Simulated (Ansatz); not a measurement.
# C in Ansatz: reference runs

Aim: a first look at C with PBE, on the cell as given.

Program: Ansatz 0.2.0. These are calculated values, not measurements. Logs are shortened: lines on timing, memory, paths and dates and some standing lists are left out, and cuts for length are marked.

## 1. The cell of the first run

The cell holds a slab with vacuum, 8 atoms: a = 2.460 Å, b = 2.460 Å, c = 29.517 Å, α = 90.00°, β = 90.00°, γ = 120.00°.

## 2. Single point, PBE (the (0 0 1) slab of C, cut from the database cell, not relaxed)

Input file input.yaml:

```yaml
crystal:
  lattice:
    - [2.4599989204, 0.0, 0.0]
    - [-1.2299994602, 2.1304215583, 0.0]
    - [0.0, 0.0, 29.5173]
  atoms:
    - { symbol: C, position: [0.0, 0.0, 0.2540882804] }
    - { symbol: C, position: [0.6666666667, 0.3333333333, 0.254466025] }
    - { symbol: C, position: [0.6666666667, 0.3333333333, 0.3677893981] }
    - { symbol: C, position: [0.3333333334, 0.6666666667, 0.3681671427] }
    - { symbol: C, position: [0.6666666667, 0.3333333333, 0.6318328573] }
    - { symbol: C, position: [0.3333333334, 0.6666666667, 0.6322106019] }
    - { symbol: C, position: [0.3333333334, 0.6666666667, 0.745533975] }
    - { symbol: C, position: [0.0, 0.0, 0.7459117196] }
hamiltonian:
  xc: pbe
  pseudopotentials: { kind: paw }
kpoints:
  mp_grid: { grid: [12, 12, 1] }
scf:
  occupations: { method: fermi_dirac, width: 0.05 }
output:
  forces: true
  eigenvalues: true
  write_density: true
  write_potential: true
  elf: true
  volumetric_format: npy
efield:
  axis: 3
  dipole_correction: true
  ramp_width: 0.04
```

Potentials or basis: Ansatz PAW.

On the command line:

```
$ ansatz run input.yaml --threads 4 --pin off --max-ram 11264MiB --backend cpu --events-out ev --progress --plain --runs-dir out
```

Log:

```text
Warning: RAYON_NUM_THREADS=4 ignored (pool sized by the plan → 4); use --threads N
Engine: ansatz 0.2.0, aarch64-unknown-linux-gnu
Pseudopotentials: kind: paw
Pseudopotential: C, paw, valence charge 4, recommended cutoff 420 eV (normal), C.paw.azcp
Functional definition: PBE
  parameter kappa = 0.804
  parameter beta = 0.06672455060314922
  exchange = pbe_x(kappa = kappa, mu = beta*pi^2/3)
  correlation = pbe_c(beta = beta)
Crystal: 8 atoms, lattice volume = 154.695 Å³
Basis set: ecut = 420 eV, 2937 PW (Γ), exchange–correlation on 36×36×400 points (8 copies of the dense FFT grid, shifted against one another)
Bands: 24, of which v1, the nominal top of the filled ones, is band 16 counted from 1 (15 counted from 0)
Symmetry: 6 space group operations
k-points: 19 of 144 (time reversal used)
Non-local potential: C, projectors of the file, l = 0: 2, l = 1: 2, l = 2: 1
PAW form: soft (Blöchl's): semilocal exchange-correlation on the pseudo side does not see the compensation charge
PAW one-centre angular grid: C, 110 points (default); XC on 64 Gauss nodes
Initial density: superposition of atomic densities (neutral atoms: chi_scale 0, normalization atom), corrected by the library's trained network
Initial wavefunctions: pseudopotential atomic-orbital guess
Functional: x = pbe(κ = 0.804, μ = 0.2195149727645171), c = pbe(β = 0.06672455060314922)
SCF iter   1: F=—  HF=-2007.466889 eV  |F-HF|=—  |Δ(HF+E_count)|=         —  Δρ=2.26e-3  dr2=1.05e-2  ethr=1.77e-3  p=0.000 e·Å  D=6.60e-14 V/Å  ΔV_dip=-0.00 eV  dr2_dipole=2.86e-8  V_vac-E_F(+/−)=4.52/4.52 eV  ⟨swp⟩=8.6  Hψ=2669  notcnv=0
efield: sawtooth ramp at fractional position 0.9800 (placed from the atoms, in the widest stretch of the axis that holds none; the zero of the levels goes with the place), width 0.0400; the density the first Hamiltonian is built on has a dipole p = 0.000 e·Å; the dipole correction subtracts the counter field D = 6.60e-14 V/Å, which shifts the + side's vacuum level by -0.00 eV against the − side's; the planar-averaged density in the ramp window peaks in size at 7.5e-5 e/Å³
preconditioner: auto → LDOS  [metal: Δε(μ)=0.000 eV  Ē_g=15.127 eV  σ=0.050 eV  W_gap=0.00  n_scr=18 (ndim 8)  ℏωp=16.9 eV  f_vac=0.532  D(μ)=0.56/eV (n_scr^D=6)  β→1.0]
SCF iter   2: F=—  HF=-2007.469131 eV  |F-HF|=—  |Δ(HF+E_count)|=   2.24e-3  Δρ=1.07e-3  dr2=6.40e-3  ethr=3.28e-5  p=0.000 e·Å  D=7.88e-6 V/Å  ΔV_dip=-0.00 eV  dr2_dipole=8.47e-9  V_vac-E_F(+/−)=4.16/4.16 eV  ⟨swp⟩=3.2  Hψ=1092  notcnv=0  defer=56
SCF iter   3: F=—  HF=-2007.467376 eV  |F-HF|=—  |Δ(HF+E_count)|=   1.75e-3  Δρ=3.26e-4  dr2=4.99e-4  ethr=2.00e-5  p=0.000 e·Å  D=7.72e-6 V/Å  ΔV_dip=-0.00 eV  dr2_dipole=2.81e-9  V_vac-E_F(+/−)=4.29/4.29 eV  ⟨swp⟩=2.8  Hψ=732  notcnv=0  defer=56
SCF iter   4: F=—  HF=-2007.467353 eV  |F-HF|=—  |Δ(HF+E_count)|=   2.28e-5  Δρ=6.72e-5  dr2=7.22e-6  ethr=1.56e-6  p=-0.000 e·Å  D=-2.43e-6 V/Å  ΔV_dip=0.00 eV  dr2_dipole=5.60e-9  V_vac-E_F(+/−)=4.26/4.26 eV  ⟨swp⟩=2.5  Hψ=645  notcnv=0  defer=56
SCF iter   5: F=—  HF=-2007.467375 eV  |F-HF|=—  |Δ(HF+E_count)|=   2.14e-5  Δρ=2.06e-5  dr2=6.71e-7  ethr=2.26e-8  p=0.000 e·Å  D=5.06e-6 V/Å  ΔV_dip=-0.00 eV  dr2_dipole=1.85e-9  V_vac-E_F(+/−)=4.26/4.26 eV  ⟨swp⟩=2.2  Hψ=757  notcnv=0  defer=56
iter 6 met the thresholds in force, and the SCF goes on: an eigenvalue changes by 29.36 meV, over its tolerance of 10.00 meV (output.eigenvalues, Limitations)
SCF iter   6: F=-2007.467375 eV  HF=-2007.467375 eV  |F-HF|=9.40e-8  |Δ(HF+E_count)|=   1.41e-7  Δρ=3.98e-6  dr2=2.12e-8  ethr=3.13e-10  p=-0.000 e·Å  D=-1.23e-6 V/Å  ΔV_dip=0.00 eV  dr2_dipole=2.90e-10  V_vac-E_F(+/−)=4.26/4.26 eV  ⟨swp⟩=21.0  Hψ=4051  notcnv=0
SCF iter   7: F=-2007.467375 eV  HF=-2007.467375 eV  |F-HF|=1.36e-8  |Δ(HF+E_count)|=   8.91e-8  Δρ=1.02e-6  dr2=8.68e-10  ethr=6.61e-11  p=0.000 e·Å  D=2.51e-7 V/Å  ΔV_dip=-0.00 eV  dr2_dipole=2.37e-12  V_vac-E_F(+/−)=4.26/4.26 eV  ⟨swp⟩=9.5  Hψ=3178  notcnv=0
SCF 1 converged in 7 iterations: F = -2007.467375 eV  dr2 = 8.68e-10
WARN: The output density's exchange-correlation potential varies sharply where the density is thin. Do not read a vacuum level from v_tot or v_xc, or from such a field of the output density. On a cell that repeats whose density bears no net charge and no dipole along the vacuum's axis use v_es (v_loc + v_h of the components); under efield.dipole_correction with no amplitude use v_es + v_field, which holds any external_charges[].barrier, or the levels of the report's work_function block, which leave it out; under a non-zero efield.amplitude the vacuum is tilted and has no level; on a cell that repeats and bears such a dipole with no correction it is tilted too, and efield.dipole_correction with no amplitude gives each side of its ramp a level where efield: is served; in a cell that repeats whose density bears a net charge (total_charge, or a fill off its count) it is curved and has none; of a slab under crystal.periodic whose density bears no net charge use v_es, which has a level on each side, short of where the two are joined; of another it falls or rises all the way out and has none; of a slab beside external_charges read slab_vacuum_level instead, which it has where they leave it neutral. The grid or the basis barely resolves most such structure, and the values can differ between equally converged runs; as a rule a tighter scf.convergence.dr2_threshold does not remove it. Where the density itself ripples (under the LDA too) a higher basis.ecutwfc lessens it. The files hold the spikes' plane waves up to the density's cutoff. Files: v_tot_of_output_density and the like, and their columns of v_z.tsv (output.write_potential); v_xc_of_output_density and the like, and their columns of v_comp_z.tsv (output.write_potential_components). Measured: with its Gaussian average of σ = 0.25 Å subtracted twice, the exchange-correlation potential is over 0.1 eV at 1087 of the grid points where the equally averaged density (valence and model cores) is under 1e-3 e/Å³, and 0.951 eV at the most among them, at an averaged density of 1.8e-5 e/Å³. The input density's (outcome.potential() and, of a run that writes arrays, v_tot and v_xc) is over 0.1 eV, so measured, at 1084 points of its own thin density, 1.04 eV at the most. See output.write_potential in the manual, Limitations
SCF converged after 7 iterations
an eigenvalue changed by more than its tolerance at an iteration that met the thresholds in force, so the SCF went on 1 time: the last check found none over its tolerance
Free energy (F): -2007.467375 eV
Harris-Foulkes:  -2007.467375 eV  (|F-HF|=1.36e-8)
Internal energy: -2007.463479 eV  (E = F + TS)
E sigma→0 (E₀):  -2007.465427 eV
Entropy (-TS):   -0.003896 eV (-0.487 meV/atom)
Fermi energy:    0.879545 eV
Dipole field:    D = -0.000002 V/Å  (p = -0.000002 e·Å, saw-weighted, corrected)
Work function:   Φ+ = 4.2598 eV   Φ− = 4.2597 eV
Levels:          The Fermi level and band energies are counted from a zero that moves with the ramp; work functions are not
--- Per-component energies (eV) ---
  E_band       = -264.997651
  E_kinetic    = 728.632265
  E_local      = -12738.607874  (includes V_loc(G=0)·N_el)
  E_nonlocal   = 218.771327
  E_hartree    = 6028.339474
  E_xc         = -384.344671
  E_vxc        = -475.868716  (∫ρ·V_xc dr)
  E_paw        = -794.895493  (= ΣΔE_a)
  E_vpaw       = -54.603347  (= ΣTr[D̂ρ^β])
  E_aug_tail   = 0.000059  (compensation charges beyond the density's cutoff)
  E_efield     = 0.000000  (sawtooth field / dipole correction)
  E_vefield    = 0.000000  (∫n·V_field dr)
  E_ewald      = 4934.641434
  E_smearing   = -0.003896  (= −TS)
  E_closure    = 0.000000  (closes the sum)
  Σ components = -2007.467375   (vs F -2007.467375, Δ=0.00e0)
--- Forces (eV/Å), atoms counted from 1 ---
  atom   1  C      0.00000000     0.00000000     0.11980301
  atom   2  C      0.00000000    -0.00000000    -0.22571673
  atom   3  C      0.00000000     0.00000000     0.22573732
  atom   4  C      0.00000000    -0.00000000    -0.11978210
  atom   5  C      0.00000000     0.00000000     0.11978310
  atom   6  C      0.00000000    -0.00000000    -0.22573649
  atom   7  C      0.00000000     0.00000000     0.22571894
  atom   8  C      0.00000000    -0.00000000    -0.11980066
  max |Σ_I F_I| component: 6.39e-6 eV/Å
--- Band table (eV; the first three rows and the last of 19) ---
  k-point 0: bands = ["-18.7612", "-18.7612", "-18.6115", "-18.6114", "-7.2508", "-7.2506", "-6.2810", "-6.2807", "-2.1498", "-2.1498", "-2.1496", "-2.1496", "-2.1408", "-2.1408", "-2.1407", "-2.1407", "4.0523", "4.4350", "4.5174", "5.3766", "5.6489", "6.8180", "7.2500", "8.4200"]
  k-point 1: bands = ["-18.5959", "-18.5959", "-18.4476", "-18.4476", "-7.0509", "-7.0507", "-6.0872", "-6.0869", "-2.8071", "-2.8071", "-2.7903", "-2.7902", "-2.4935", "-2.4933", "-2.4797", "-2.4797", "4.2751", "4.6564", "4.7419", "5.5931", "5.8745", "7.0382", "7.4527", "8.6112"]
  k-point 2: bands = ["-18.1015", "-18.1015", "-17.9578", "-17.9578", "-6.4558", "-6.4557", "-5.5122", "-5.5117", "-4.4596", "-4.4595", "-4.4274", "-4.4273", "-3.2959", "-3.2959", "-3.2762", "-3.2761", "4.9432", "5.3198", "5.4143", "6.2415", "6.5510", "7.6958", "8.0527", "9.1046"]
  k-point 18: bands = ["-11.7789", "-11.7789", "-11.7293", "-11.7293", "-11.7293", "-11.7293", "-11.6843", "-11.6843", "-9.7240", "-9.7240", "-9.7240", "-9.7240", "0.5445", "0.5445", "0.8794", "0.8795", "0.8795", "0.8796", "1.2329", "1.2329", "11.4526", "11.4699", "11.4699", "11.4863"]
```

It took 3.2 s on 4 threads of Arm Neoverse V1, shared host; peak memory 0.41 GiB.

What came out:

* Free energy: -2007.4674 eV
* Largest force: 0.226 eV/Å
* Band gap on the k mesh: none (metal or under the smearing width)
* Work function of the upper face: 4.26 eV
* Work function of the lower face: 4.26 eV
* Dipole across the slab: 0.000 e·Å

Forces in eV/Å, atoms in the order of the input:
```
C    0.000  0.000  0.120
C    0.000  0.000 -0.226
C    0.000  0.000  0.226
C    0.000  0.000 -0.120
C    0.000  0.000  0.120
C    0.000  0.000 -0.226
C    0.000  0.000  0.226
C    0.000  0.000 -0.120
```
